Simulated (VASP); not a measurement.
# Ge (Fd-3m) in VASP: settings compared, part 2 of 2

VASP 6.6.1.

## 3. Relaxation of cell and atoms, RPBE

This run uses another cell than the first one, of 24.55 Å³/atom, 1.085 times its volume.

INCAR reads:

```
ALGO = Normal
EDIFF = 1E-7
EDIFFG = -0.005
ENCUT = 600
GGA = RP
IBRION = 2
ISIF = 3
ISMEAR = 0
LASPH = T
LCHARG = F
LREAL = F
LWAVE = F
NELM = 80
NSW = 90
PREC = Accurate
SIGMA = 0.03
```

KPOINTS reads:

```
k-points
0
Gamma
  10 10 10
```

POSCAR reads:

```
Ge                                      
1.0
    0.0000000000      2.9065388840      2.9065388840
    2.9065388840      0.0000000000      2.9065388840
    2.9065388840      2.9065388840      0.0000000000
  Ge            
     2
Direct
     0.0000000000000000    0.0000000000000000    0.0000000000000000
     0.2500000000000000    0.2500000000000000    0.2500000000000000
```

Potentials or basis: VASP PAW PBE potentials, release 64 (Ge_d).

The run is started by

```
> cat potpaw_PBE.64/Ge_d/POTCAR > POTCAR
> mpirun -np 1 vasp_std > vasp.out
```

OUTCAR:

```text
EDIFF = 1E-7
   EDIFFG = -0.005
   ENCUT = 600
   GGA = RP
   IBRION = 2
   ISIF = 3
   ISMEAR = 0
   LASPH = T
   LREAL = F
   NELM = 80
   NSW = 90
   PREC = Accurate

 ion  position               nearest neighbor table
   1  0.000  0.000  0.000-   2 2.52   2 2.52   2 2.52   2 2.52
   2  0.250  0.250  0.250-   1 2.52   1 2.52   1 2.52   1 2.52

  LATTYP: Found a face centered cubic cell.
 ALAT       =     5.8130777680

  Lattice vectors:

 A1 = (   0.0000000000,   2.9065388840,   2.9065388840)
 A2 = (   2.9065388840,   0.0000000000,   2.9065388840)
 A3 = (   2.9065388840,   2.9065388840,   0.0000000000)

Analysis of symmetry for initial positions (statically):
=====================================================================
 Subroutine PRICEL returns:
 Original cell was already a primitive cell.

 Routine SETGRP: Setting up the symmetry group for a
 face centered cubic supercell.

 Subroutine GETGRP returns: Found 48 space group operations
 (whereof 24 operations were pure point group operations)
 out of a pool of 48 trial point group operations.

The static configuration has the point symmetry T_d .
 The point group associated with its full space group is O_h .

Analysis of symmetry for dynamics (positions and initial velocities):
=====================================================================
 Subroutine PRICEL returns:
 Original cell was already a primitive cell.

 Routine SETGRP: Setting up the symmetry group for a
 face centered cubic supercell.

 Subroutine GETGRP returns: Found 48 space group operations
 (whereof 24 operations were pure point group operations)
 out of a pool of 48 trial point group operations.

The dynamic configuration has the point symmetry T_d .
 The point group associated with its full space group is O_h .

 Subroutine INISYM returns: Found 48 space group operations
 (whereof 24 operations are pure point group operations),
 and found     1 'primitive' translations

----------------------------------------------------------------------------------------

                                     Primitive cell

  volume of cell :      49.1087

  direct lattice vectors                    reciprocal lattice vectors
     0.000000000  2.906538884  2.906538884    -0.172025911  0.172025911  0.172025911
     2.906538884  0.000000000  2.906538884     0.172025911 -0.172025911  0.172025911
     2.906538884  2.906538884  0.000000000     0.172025911  0.172025911 -0.172025911

  length of vectors
     4.110466709  4.110466709  4.110466709     0.297957618  0.297957618  0.297957618

  position of ions in fractional coordinates (direct lattice)
     0.000000000  0.000000000  0.000000000
     0.250000000  0.250000000  0.250000000

  ion indices of the primitive-cell ions
   primitive index   ion index
                 1           1
                 2           2

----------------------------------------------------------------------------------------

 KPOINTS: k-points

Automatic generation of k-mesh.
 Grid dimensions read from file:
 generate k-points for:   10   10   10

 Generating k-lattice:

  Cartesian coordinates                     Fractional coordinates (reciprocal lattice)
    -0.017202591  0.017202591  0.017202591     0.100000000  0.000000000  0.000000000
     0.017202591 -0.017202591  0.017202591     0.000000000  0.100000000  0.000000000
     0.017202591  0.017202591 -0.017202591     0.000000000  0.000000000  0.100000000

  Length of vectors
     0.029795762  0.029795762  0.029795762

  Shift w.r.t. Gamma in fractional coordinates (k-lattice)
     0.000000000  0.000000000  0.000000000

 Subroutine IBZKPT returns following result:
 ===========================================

 Found     47 irreducible k-points:

 Following reciprocal coordinates:
            Coordinates               Weight
  0.000000  0.000000  0.000000      1.000000
  0.100000  0.000000  0.000000      8.000000
  0.200000  0.000000  0.000000      8.000000
  0.300000  0.000000  0.000000      8.000000
  0.400000  0.000000  0.000000      8.000000
  0.500000  0.000000  0.000000      4.000000
[... 16 lines left out ...]
  0.300000  0.300000  0.000000      6.000000
  0.400000  0.300000  0.000000     24.000000
 [... further k-points ...]
   k-points           NKPTS =     47   k-points in BZ     NKDIM =     47   number of bands    NBANDS=     18
   number of dos      NEDOS =    301   number of ions     NIONS =      2
   total plane-waves  NPLWV =  46656
   dimension x,y,z NGX =    36 NGY =   36 NGZ =   36
   dimension x,y,z NGXF=    72 NGYF=   72 NGZF=   72
   ions per type =               2
   NGX,Y,Z   is equivalent  to a cutoff of  14.56, 14.56, 14.56 a.u.
   NGXF,Y,Z  is equivalent  to a cutoff of  29.12, 29.12, 29.12 a.u.
 SYSTEM =  unknown system
   PREC   = accura    normal or accurate (medium, high low for compatibility)
   ISTART =      0    job   : 0-new  1-cont  2-samecut
   ICHARG =      2    charge: 1-file 2-atom 10-const
   ISPIN  =      1    spin polarized calculation?
   LNONCOLLINEAR =      F non collinear calculations
   LSORBIT =      F    spin-orbit coupling
   LASPH  =      T    aspherical Exc in radial PAW
   ENCUT  =  600.0 eV  44.10 Ry    6.64 a.u.   8.21  8.21  8.21*2*pi/ulx,y,z
   NELM   =     80;   NELMIN=  2; NELMDL= -5     # of ELM steps
   EDIFF  = 0.1E-06   stopping-criterion for ELM
   LREAL  =      F    real-space projection
   EDIFFG = -.5E-02   stopping-criterion for IOM
   NSW    =     90    number of steps for IOM
   IBRION =      2    ionic relax: 0-MD 1-quasi-New 2-CG
   NFREE  =      1    steps in history (QN), initial steepest desc. (CG)
   ISIF   =      3    stress and relaxation
   ISYM   =      2    0-nonsym 1-usesym 2-fastsym
   POTIM  = 0.5000    time-step for ionic-motion
   TEBEG  =    0.0;   TEEND  =   0.0 temperature during run
   PSTRESS=    0.0 pullay stress
   NELECT =      28.0000    total number of electrons
   NUPDOWN=      -1.0000    fix difference up-down
   EMIN   =  10.00;   EMAX   =-10.00  energy-range for DOS
   EFERMI =   0.00;   METHOD = LEGACY
   ISMEAR =     0;   SIGMA  =   0.03  broadening in eV -4-tet -1-fermi 0-gaus
   EFERMI_NEDOS =   21; number of points for ismear=-14 and -15
   IALGO  =     38    algorithm
   IMIX   =      4    mixing-type and parameters
     AMIX     =   0.40;   BMIX     =  1.00
     AMIX_MAG =   1.60;   BMIX_MAG =  1.00
  volume/ion in A,a.u.               =      24.55       165.70
  Fermi-wavevector in a.u.,A,eV,Ry     =   1.357505  2.565312 25.073078  1.842819
  Thomas-Fermi vector in A             =   2.484418
   LORBIT       =      0    0 simple, 1 ext, 2 COOP (PROOUT), +10 PAW based schemes
   GGA     = RP    functional components
   LHFCALC =     F    Hartree Fock is set to
   AEXX    =    0.0000 exact exchange contribution
   IVDW    =     0    specifies the selected vdW correction
   LEPSILON=     F    determine dielectric tensor
   LRPA    =     F    only Hartree local field effects (RPA)
 conjugate gradient relaxation of ions
 non-spin polarized calculation
 Gauss-broadening in eV      SIGMA  =   0.03
  energy-cutoff  :      600.00
  volume of cell :       49.11
 maximum number of plane-waves:      1676
 NGX is ok and might be reduce to    36
   NGX = 17   NGY = 17   NGZ = 17

 number of electron      28.0000008 magnetization

 Free energy of the ion-electron system (eV)
  ---------------------------------------------------
  ext. energy  EPLUGINS =         0.00000000
  ---------------------------------------------------
  free energy    TOTEN  =        -8.36538217 eV

  energy without entropy =       -8.36531130  energy(sigma->0) =       -8.36534674

 E-fermi :   4.3488     XC(G=0):  -9.3592

 val. band max:        4.3444135921   @ k =   0.0000   0.0000   0.0000
 cond. band min:       4.3811448140   @ k =   0.5000   0.0000   0.0000
 fundamental gap:      0.0367312219
 Fermi energy:         4.3487940621

 k-point     1 :       0.0000    0.0000    0.0000
  band No.  band energies     occupation
      1     -20.3982      2.00000
      2     -20.3982      2.00000
      3     -20.3982      2.00000
      4     -20.3685      2.00000
      5     -20.3685      2.00000
      6     -20.1986      2.00000
[... 10 lines left out ...]
     17       6.8718      0.00000
     18       6.8718      0.00000
[... 463 lines left out ...]
 k-point    24 :       0.4000    0.3000    0.0000
  band No.  band energies     occupation
      1     -20.4255      2.00000
      2     -20.4212      2.00000
      3     -20.3839      2.00000
      4     -20.3187      2.00000
      5     -20.3007      2.00000
      6     -20.2836      2.00000
[... 10 lines left out ...]
     17      10.6992      0.00000
     18      11.2100      0.00000

 [... further k-points ...]
[... 5 lines left out ...]
  --------------------------------------------------------------------------------------
  -------------------------------------------------------------------------------------
  Total        0.0064287      0.0064287      0.0064287      0.0000000      0.0000000      0.0000000
  in kB        0.2097374      0.2097374      0.2097374      0.0000000      0.0000000      0.0000000
  external PRESSURE =       0.2097374 kB  Pullay stress =       0.0000000 kB

 VOLUME and BASIS-vectors are now :
 -----------------------------------------------------------------------------
  energy-cutoff  :      600.00
  volume of cell :       49.11
      direct lattice vectors                 reciprocal lattice vectors
     0.000000000  2.906538884  2.906538884    -0.172025911  0.172025911  0.172025911
     2.906538884  0.000000000  2.906538884     0.172025911 -0.172025911  0.172025911
     2.906538884  2.906538884  0.000000000     0.172025911  0.172025911 -0.172025911

 POSITION                                       TOTAL-FORCE (eV/Angst)
 -----------------------------------------------------------------------------------
      0.00000      0.00000      0.00000         0.000000      0.000000      0.000000
      1.45327      1.45327      1.45327        -0.000000     -0.000000     -0.000000
 -----------------------------------------------------------------------------------
    total drift:                                0.000000      0.000000      0.000000

  FREE ENERGIE OF THE ION-ELECTRON SYSTEM (eV)
  ---------------------------------------------------
  free  energy   TOTEN  =        -8.3653821723 eV

  energy  without entropy=       -8.3653113037  energy(sigma->0) =       -8.36534674

 reached required accuracy - stopping structural energy minimisation
```

OSZICAR:

```text
N       E                     dE             d eps       ncg     rms          rms(c)
DAV:   1     0.169622619537E+03    0.16962E+03   -0.16656E+04  1720   0.446E+03
DAV:   2     0.138878093233E+02   -0.15573E+03   -0.15232E+03  1700   0.561E+02
DAV:   3    -0.766599943794E+01   -0.21554E+02   -0.21346E+02  1860   0.155E+02
DAV:   4    -0.838382572008E+01   -0.71783E+00   -0.71615E+00  1914   0.320E+01
DAV:   5    -0.839671698677E+01   -0.12891E-01   -0.12889E-01  1946   0.445E+00    0.304E+00
DAV:   6    -0.837055916155E+01    0.26158E-01   -0.18739E-02  1942   0.186E+00    0.182E+00
DAV:   7    -0.836204404084E+01    0.85151E-02   -0.41129E-02  1780   0.240E+00    0.167E-01
DAV:   8    -0.836494051141E+01   -0.28965E-02   -0.75938E-03  1924   0.126E+00    0.421E-02
DAV:   9    -0.836524084616E+01   -0.30033E-03   -0.51007E-04  1852   0.330E-01    0.199E-02
DAV:  10    -0.836537415561E+01   -0.13331E-03   -0.29211E-04  1810   0.144E-01    0.689E-03
DAV:  11    -0.836538198730E+01   -0.78317E-05   -0.31941E-05  2016   0.931E-02    0.197E-03
DAV:  12    -0.836538217779E+01   -0.19049E-06   -0.14904E-06  1962   0.236E-02    0.550E-04
DAV:  13    -0.836538217226E+01    0.55288E-08   -0.14929E-07  1478   0.432E-03
   1 F= -.83653822E+01 E0= -.83653467E+01  d E =-.836538E+01
```

Wall time 21 s (1 thread of Intel Xeon 6975P-C (Granite Rapids), shared host); peak memory 0.21 GiB.

Results:

| Quantity | Value |
| --- | --- |
| Free energy | -8.3654 eV |
| Pressure after relaxing | 0.0 GPa |
| Band gap on the k mesh | none (metal or under the smearing width) |

Final structure:
```
CELL_PARAMETERS angstrom
0.00000 2.90654 2.90654
2.90654 0.00000 2.90654
2.90654 2.90654 0.00000
ATOMIC_POSITIONS crystal
Ge 0.00000 0.00000 0.00000
Ge 0.25000 0.25000 0.25000
```

Caveat: the relaxation stopped at its first step, so nothing moved; the PAW data sets were made with another functional, which shifts forces and pressure a little; this crystal is a semiconductor, whose small gap the functional closes, so the metal is an error of the method.

## 4. Relaxation of cell and atoms, rev-vdW-DF2

INCAR reads:

```
SYSTEM = Ge
PREC = Accurate ; ENCUT = 600
EDIFF = 1E-6 ; ISMEAR = 0
SIGMA = 0.03 ; LREAL = .False.
LASPH = .True. ; NELM = 80
ALGO = Normal ; ISIF = 3
LWAVE = .False. ; LCHARG = .False.
GGA = MK ; LUSE_VDW = .True.
AGGAC = 0.0 ; PARAM1 = 0.1234
PARAM2 = 0.711357 ; ZAB_VDW = -1.8867
IBRION = 2 ; NSW = 90
EDIFFG = -0.01
```

KPOINTS reads:

```
Automatic mesh
0
Gamma
  10 10 10
  0 0 0
```

POSCAR reads:

```
Ge
1.0
    0.0000000000      2.8289100000      2.8289100000
    2.8289100000      0.0000000000      2.8289100000
    2.8289100000      2.8289100000      0.0000000000
Ge
2
Direct
    0.0000000000      0.0000000000      0.0000000000
    0.2500000000      0.2500000000      0.2500000000
```

The run is started by

```
> cat potpaw_PBE.64/Ge_d/POTCAR > POTCAR
> mpirun -np 1 vasp_std > vasp.out
```

It took 2 min on 1 thread of AMD EPYC 9R45 (Zen 5), shared host; peak memory 0.38 GiB.

The run converged. Its results:

- Free energy: -3.1125 eV
- Relaxed volume: 23.43 Å³/atom
- Relaxed cell: a = 4.047 Å, b = 4.047 Å, c = 4.047 Å, α = 60.00°, β = 60.00°, γ = 60.00°
- Space group after relaxing (to 0.05 Å): Fd-3m (No. 227)
- Energy gained by relaxing: 5.7 meV/atom
- Ionic steps: 5
- Pressure after relaxing: 0.0 GPa
- Band gap on the k mesh: none (metal or under the smearing width)

Step by step:
| step | energy change (eV) | largest force (eV/Å) | pressure (GPa) | volume (Å³) |
| --- | --- | --- | --- | --- |
| 1 | 0.0000 | 0.0000 | 2.39 | 45.28 |
| 2 | -0.0100 | 0.0000 | -0.83 | 47.53 |
| 3 | -0.0115 | 0.0000 | -0.12 | 46.89 |
| 4 | -0.0114 | 0.0000 | 0.23 | 46.81 |
| 5 | -0.0115 | 0.0000 | -0.01 | 46.85 |

Final structure:
```yaml
crystal:
  lattice:
    - [0.00000, 2.86136, 2.86136]
    - [2.86136, 0.00000, 2.86136]
    - [2.86136, 2.86136, 0.00000]
  atoms:
    - { symbol: Ge, position: [0.00000, 0.00000, 0.00000] }
    - { symbol: Ge, position: [0.25000, 0.25000, 0.25000] }
```

Levels at points of the mesh, in eV from the Fermi level:
| k point | band 10 | band 11 | band 12 | band 13 | band 14 | band 15 | band 16 | band 17 | band 18 |
| --- | --- | --- | --- | --- | --- | --- | --- | --- | --- |
| (0.00, 0.00, 0.00) | -24.58 | -12.54 | -0.40 | 0.00 | 0.00 | 0.00 | 2.52 | 2.52 | 2.52 |
| (0.50, 0.00, 0.00) | -24.55 | -10.54 | -7.46 | -1.35 | -1.35 | 0.02 | 3.72 | 3.72 | 7.08 |
| (0.50, 0.50, 0.00) | -24.54 | -8.79 | -8.79 | -2.95 | -2.95 | 0.78 | 0.78 | 9.16 | 9.16 |

Caveat: the PAW data sets were made with another functional, which shifts forces and pressure a little; this crystal is a semiconductor, whose small gap the functional closes, so the metal is an error of the method.
